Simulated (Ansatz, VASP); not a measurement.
# Two plane-wave programs on BiTe

Contents of INCAR:

```
PREC     = Accurate       # precision mode
ENCUT    = 520            # plane-wave cutoff, eV
EDIFF    = 1E-6           # SCF threshold, eV
ISMEAR   = -5             # smearing method
SIGMA    = 0.1            # smearing width, eV
LREAL    = F              # projectors in reciprocal space
LASPH    = T              # aspherical terms in the spheres
NELM     = 150            # most SCF steps
ALGO     = Normal         # electronic algorithm
ISIF     = 2              # what is computed and relaxed
LWAVE    = F              # write WAVECAR
LCHARG   = F              # write CHGCAR
LNONCOLLINEAR= T              # non-collinear magnetism
MAGMOM   = 0 0 0.5 0 0 0  # initial moments
LORBIT   = 11             # projections on sites
GGA      = RE             # functional
IVDW     = 13             # dispersion correction
NBANDS   = 33             # bands
```

File KPOINTS:

```
Automatic mesh
0
Gamma
  7 7 7
```

File POSCAR:

```
BiTe
1.0
    0.0000000000      3.1912784242      3.1912784242
    3.1912784242      0.0000000000      3.1912784242
    3.1912784242      3.1912784242      0.0000000000
Bi Te
1 1
Direct
    0.0000000000      0.0000000000      0.0000000000
    0.5000000000      0.5000000000      0.5000000000
```

input.yaml

```yaml
crystal:
  lattice:
    - [0.0, 3.1912784242, 3.1912784242]
    - [3.1912784242, 0.0, 3.1912784242]
    - [3.1912784242, 3.1912784242, 0.0]
  atoms:
    - { symbol: Bi, position: [0.0, 0.0, 0.0], spin: 0.5, spin_axis: [0.0, 0.0, 0.5] }
    - { symbol: Te, position: [0.5, 0.5, 0.5] }
hamiltonian:
  xc: revpbe
  pseudopotentials: { kind: paw }
  dispersion: d4
magnetization:
  noncollinear: true
  spin_orbit: false
kpoints:
  mp_grid: { grid: [7, 7, 7] }
scf:
  occupations: { method: tetrahedron }
output:
  forces: true
  stress: true
```

Alike in both runs: task single point; functional revPBE; dispersion D4; k mesh 7 × 7 × 7; occupations tetrahedron; non-collinear spin.

|  | VASP | Ansatz |
| --- | --- | --- |
| version | VASP 6.6.1 | Ansatz 0.2.0 |
| potentials or method | VASP PAW PBE potentials, release 64 (Bi_d, Te) | Ansatz PAW |
| plane-wave cutoff (eV) | 520 | 420 |
| valence electrons in the cell | 21 | 31 |

```csv
,VASP,Ansatz,Ansatz less VASP
gap on the k mesh at the Fermi level (eV),none,none,-
pressure (GPa),0.2,0.1,-0.03
largest component of the traceless stress (GPa),0.10,0.00,-0.102
net moment per atom (μB),0.12,0.00,-0.121
size of the moment on the site where the two differ most (μB),0.11,0.00,-0.113
dispersion energy (meV/atom),-784.7,-785.0,-0.23
```

The net moments differ so much that the two runs ended in different magnetic states, which moves the other rows too. Site moments also hang on the region over which each program counts them. A gap of «none» marks a metal or a gap that the smearing closes. The two sets of potentials don't hold the same shells in valence.

Caveats: spin-orbit coupling is left out, which moves the levels of the heavy elements; pairwise dispersion overbinds metals, which lowers pressure and volume; the PAW data sets were made with another functional, which shifts forces and pressure a little (VASP); tetrahedron occupations give inexact forces and stress in metals (VASP); the PAW data sets come from PBE, with cores solved anew for the run's functional, which leaves a small shift of forces and pressure (Ansatz); with tetrahedron occupations forces and stress needn't match the slope of the energy (Ansatz); the starting moments weren't kept (Ansatz).
